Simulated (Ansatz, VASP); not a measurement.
## One calculation of TaN, two programs

File INCAR:

```
SYSTEM = TaN
PREC = Accurate
ENCUT = 520
EDIFF = 1E-6
ISMEAR = 1
SIGMA = 0.1
LREAL = .False.
LASPH = .True.
NELM = 60
ALGO = Normal
ISIF = 2
LWAVE = .False.
LCHARG = .False.
GGA = PE
NBANDS = 15
```

File KPOINTS:

```
regular mesh
0
Gamma
  11 11 11
  0 0 0
```

Contents of POSCAR:

```
TaN
1.0
    0.0000000000      2.1790000000      2.1790000000
    2.1790000000      0.0000000000      2.1790000000
    2.1790000000      2.1790000000      0.0000000000
Ta N
1 1
Direct
    0.5000000000      0.5000000000      0.5000000000
    0.0000000000      0.0000000000      0.0000000000
```

Input for Ansatz:

```yaml
crystal:
  lattice:
    - [0.0, 2.179, 2.179]
    - [2.179, 0.0, 2.179]
    - [2.179, 2.179, 0.0]
  atoms:
    - { symbol: Ta, position: [0.5, 0.5, 0.5] }
    - { symbol: "N", position: [0.0, 0.0, 0.0] }
basis:
  ecutwfc: 550.0
kpoints:
  mp_grid:
    grid: [11, 11, 11]
hamiltonian:
  xc: pbe
scf:
  occupations:
    method: methfessel_paxton
    width: 0.1
output:
  forces: true
  stress: true
```

Alike in both runs: task single point; functional PBE; k mesh 11 × 11 × 11; occupations methfessel-paxton of order 1, width 0.1 eV; no spin polarisation.

```csv
,VASP,Ansatz
version,VASP 6.6.1,Ansatz 0.2.0
potentials or method,"VASP PAW PBE potentials, release 64 (Ta_pv, N)","plane waves, PAW"
plane-wave cutoff (eV),520,550
valence electrons in the cell,16,18
```

Ansatz gave:

| Item | Value |
| --- | --- |
| pressure (GPa) | 14.5 |

What did VASP give for the same quantities?

Pressure (GPa): 15.5.

The two sets of potentials don't hold the same shells in valence.

Caveats: so large a pressure means that the cell lies far from this level's equilibrium, or that cutoff or potentials fall short (VASP). The runs have no spin-orbit coupling, so splittings on Ta are missing.
